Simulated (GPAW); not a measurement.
**KBr in GPAW: convergence with plane-wave cutoff (eV)**

The system is KBr.

```xyz
2
Lattice="0.0000 3.3000 3.3000 3.3000 0.0000 3.3000 3.3000 3.3000 0.0000" Properties=species:S:1:pos:R:3 pbc="T T T"
Br    3.3000    3.3000    3.3000
K     0.0000    0.0000    0.0000
```

- Program: GPAW 26.7.0
- Task: convergence study
- Functional: RPBE
- Potentials or basis: the program's PAW data sets (release 1.2.1) made for this functional
- Cutoff: 200 eV
- Basis: pw
- k mesh: 7 × 7 × 7
- Occupations: fermi-dirac, width 0.05 eV
- Spin: no spin polarisation

These are the settings of the first run; the series varies plane-wave cutoff (eV), with any setting tied to it.

Hardware: 1 thread of Arm Neoverse V2, on a shared host.

```tsv
plane-wave cutoff (eV)	energy less the tightest run, at zero smearing (meV/atom)	pressure (GPa)	gap on the mesh (eV)	SCF cycles	CPU time (s)	peak memory (GiB)
200	335.30	1.77	4.758	10	3.4	0.12
250	259.81	0.42	4.765	10	5.5	0.13
300	146.69	0.30	4.779	10	5.1	0.13
350	66.34	0.91	4.780	10	7.8	0.14
400	25.96	1.50	4.778	10	9	0.14
500	2.70	2.01	4.777	10	9.4	0.15
600	0.10	2.10	4.778	10	14	0.16
800	0.03	2.11	4.777	10	17	0.2
1000	0.00	2.11	4.777	10	31	0.23
```

Against the tightest run, the energy stays within 1 meV/atom from 600 on; the pressure stays within 0.1 GPa from 500 on; the gap on the mesh stays within 0.01 eV from 300 on. The tightest run that finished is the yardstick and may itself not be fully converged.

Caveat, for the tightest run too: an odd mesh through Γ misses points on the zone boundary, where band edges often lie.
